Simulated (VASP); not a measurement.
## Si: single point with PBEsol

Si:

```xyz
2
Lattice="0.0000 2.7168 2.7168 2.7168 0.0000 2.7168 2.7168 2.7168 0.0000" Properties=species:S:1:pos:R:3 pbc="T T T"
Si    0.0000    0.0000    0.0000
Si    1.3584    1.3584    1.3584
```

The cell was built by a generator and needn't be a form met in nature.

```json
{
 "Program": "VASP 6.6.1",
 "Task": "single point",
 "Functional": "PBEsol",
 "Potentials or basis": "VASP PAW PBE potentials, release 64 (Si)",
 "Cutoff": "520 eV",
 "k mesh": "12 × 12 × 12",
 "Occupations": "gaussian, width 0.02 eV",
 "Spin": "no spin polarisation",
 "Dipole correction": "no",
 "Further INCAR settings": "ALGO = Normal; EDIFF = 1e-07; NBANDS = 11"
}
```

The pressure is 0.1 GPa. The band gap on the k mesh is 0.46 eV, indirect (least direct gap 2.52 eV).

Levels at points of the mesh, in eV from the valence-band top:
| k point | band 2 | band 3 | band 4 | band 5 | band 6 | band 7 |
| --- | --- | --- | --- | --- | --- | --- |
| (0.00, 0.00, 0.00) | 0.00 | 0.00 | 0.00 | 2.52 | 2.52 | 2.52 |
| (0.50, 0.00, 0.00) | -7.01 | -1.20 | -1.20 | 1.46 | 3.27 | 3.27 |
| (0.50, 0.50, 0.00) | -7.82 | -2.87 | -2.87 | 0.59 | 0.59 | 10.05 |

Run time: 18 s on 1 thread of Intel(R) Xeon(R) 6975P-C (Granite Rapids) (shared host), peak memory 0.17 GiB.

Caveat: the PAW data sets were made with another functional, which shifts forces and pressure a little. A k mesh can miss the band edges.
